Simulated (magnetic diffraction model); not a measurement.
## Ba3Fe2P4 below its ordering temperature

Space group C2/c (no. 15), a = 12.8400 Å, b = 9.3520 Å, c = 5.9870 Å, β = 94.29°.

| site | atom | x | y | z |
| --- | --- | --- | --- | --- |
| 4e | Ba | 1/2 | 0.9105 | 1/4 |
| 8f | Ba | 0.1301 | 0.1240 | 0.5664 |
| 8f | Fe | 0.2836 | 0.1186 | 0.0508 |
| 8f | P | 0.3104 | 0.0418 | 0.3560 |
| 8f | P | 0.6400 | 0.7057 | 0.0421 |

This is a made-up structure (elements placed in a structure type, unrelaxed), so the numbers test the method and describe no known phase.

Only Fe is taken to order (form factors of Fe2+); orders and moment sizes are assumed, and not adapted to the symmetry. Radiation: neutrons of λ = 2.52 Å, 8° to 45°; isotropic B of 0.48 Å² (Ba), 0.72 Å² (Fe) and 0.79 Å² (P). The intensities are simulated: I ∝ L Σ (|F_N|² + |F_M⊥|²) for unpolarised neutrons, with F_M = 2.695 fm/μB × Σ f(s) S exp(2πi Q·r) exp(−B s²) at Q = H ± k (one set where k and −k are equivalent), only the part normal to Q counting and L = 1/(sin²θ cos θ). For collinear order S is the moment m, which repeats by lattice and centring translations R with the sign exp(−2πi k·R). Form factors are spin-only for 3d ions and dipole or tabulated for f ions, scattering lengths are Sears's of 1992, and absorption is left out. A label names one of the reflections at its angle. The strongest nuclear line in the range is 100, and lines under 0.2 are left out.

Above the ordering temperature:

```csv
2θ (°),index,I
19.21,(1 1 0),9.7
22.70,(2 0 0),100.0
30.52,(1 1 -1),34.1
31.26,(0 2 0),1.8
31.89,(1 1 1),39.6
37.87,(3 1 0),3.6
38.98,(2 2 0),2.3
40.03,(0 2 1),1.0
44.03,(3 1 -1),28.5
```

Below it (cell unchanged):

```tsv
2θ (°)	I
19.21	27.5
22.70	101.4
30.52	34.2
31.26	1.8
31.89	41.0
37.87	5.6
38.98	2.3
40.03	8.3
44.03	28.8
```

**Question.** Find the propagation vector, then choose among these models:
A. collinear moments along [010], 1.98 μB on Fe; signs + at (0.2836, 0.1186, 0.0508), − at (0.7164, 0.1186, 0.4492), − at (0.7164, 0.8814, 0.9492), + at (0.2836, 0.8814, 0.5508)
B. collinear moments along [111], 1.98 μB on Fe; signs + at (0.2836, 0.1186, 0.0508), + at (0.7164, 0.1186, 0.4492), − at (0.7164, 0.8814, 0.9492), − at (0.2836, 0.8814, 0.5508)
C. collinear moments along [111], 1.98 μB on Fe; signs + at (0.2836, 0.1186, 0.0508), − at (0.7164, 0.1186, 0.4492), − at (0.7164, 0.8814, 0.9492), + at (0.2836, 0.8814, 0.5508)
D. collinear moments along [010], 1.98 μB on Fe; signs + at (0.2836, 0.1186, 0.0508), + at (0.7164, 0.1186, 0.4492), − at (0.7164, 0.8814, 0.9492), − at (0.2836, 0.8814, 0.5508)

No line moves, and magnetic intensity falls on nuclear lines such as the one at 19.21°, so the magnetic cell equals the chemical primitive cell: k = 0.

Magnetic intensity, observed (below minus above) and for each model:

| 2θ (°) | index | observed | A | B | C | D |
| --- | --- | --- | --- | --- | --- | --- |
| 19.21 | (1 1 0) | 17.8 | 10.6 | 0.7 | 17.8 | 0.4 |
| 22.70 | (2 0 0) | 1.4 | 3.4 | <0.2 | 1.4 | <0.2 |
| 30.52 | (1 1 -1) | 0.1 | 0.1 | 10.3 | 0.1 | 8.3 |
| 31.26 | (0 2 0) | <0.2 | <0.2 | 6.8 | <0.2 | <0.2 |
| 31.89 | (1 1 1) | 1.4 | 1.7 | 4.7 | 1.4 | 5.8 |
| 34.81 | (2 0 1) | <0.2 | <0.2 | 1.5 | <0.2 | 3.5 |
| 38.98 | (2 2 0) | <0.2 | <0.2 | 5.7 | <0.2 | 3.4 |
| 40.03 | (0 2 1) | 7.4 | 3.7 | <0.2 | 7.4 | <0.2 |

Model C matches.

The absence at (0 2 0) is telling: the sublattices cancel there.

The structure used: k = (0 0 0), collinear moments along [111], 1.98 μB on Fe; signs + at (0.2836, 0.1186, 0.0508), − at (0.7164, 0.1186, 0.4492), − at (0.7164, 0.8814, 0.9492), + at (0.2836, 0.8814, 0.5508).

[Logs are printed without paths, hosts, clocks, repeated set-up lines and the standing remarks that a program may print on its own settings, such as how far it seeks lower states.]
